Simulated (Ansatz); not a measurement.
Compressing CoSn

Level of theory: Ansatz 0.2.0, DFT PBE, scalar-relativistic, plane waves, PAW. Settings: 420 eV cutoff, 12×12×8 k-mesh, Gaussian smearing of 0.10 eV, no spin polarisation.

Reference structure (relaxed):

```xyz
6
Lattice="5.2966 0.0000 0.0000 -2.6483 4.5870 0.0000 0.0000 0.0000 4.2303" Properties=species:S:1:pos:R:3 pbc="T T T"
Co   -1.3241    2.2935    0.0000
Co    1.3241    2.2935    0.0000
Co    2.6483    0.0000    0.0000
Sn    2.6483    1.5290    2.1151
Sn    0.0000    3.0580    2.1151
Sn    0.0000    0.0000    0.0000
```

Cell and atoms are relaxed at each pressure within the symmetry of the start, at zero temperature, so transitions that lower the symmetry aren't seen. The k-mesh given is that at zero pressure and may differ at others. a, b and c are the lengths of the cell vectors above. ΔH is E + PV over the energy at zero pressure.

| P (GPa) | V (Å³/atom) | V/V0 | a (Å) | b (Å) | c (Å) | ΔH (eV/atom) |
| --- | --- | --- | --- | --- | --- | --- |
| -2 | 17.41 | 1.016 | 5.325 | 5.325 | 4.254 | -0.215 |
| 0 | 17.13 | 1.000 | 5.297 | 5.297 | 4.230 | 0.000 |
| 2 | 16.87 | 0.985 | 5.269 | 5.269 | 4.209 | 0.212 |
| 5 | 16.53 | 0.965 | 5.234 | 5.234 | 4.180 | 0.525 |
| 10 | 16.02 | 0.935 | 5.180 | 5.180 | 4.137 | 1.032 |
| 20 | 15.22 | 0.889 | 5.093 | 5.093 | 4.067 | 2.006 |
| 40 | 14.09 | 0.822 | 4.962 | 4.962 | 3.964 | 3.832 |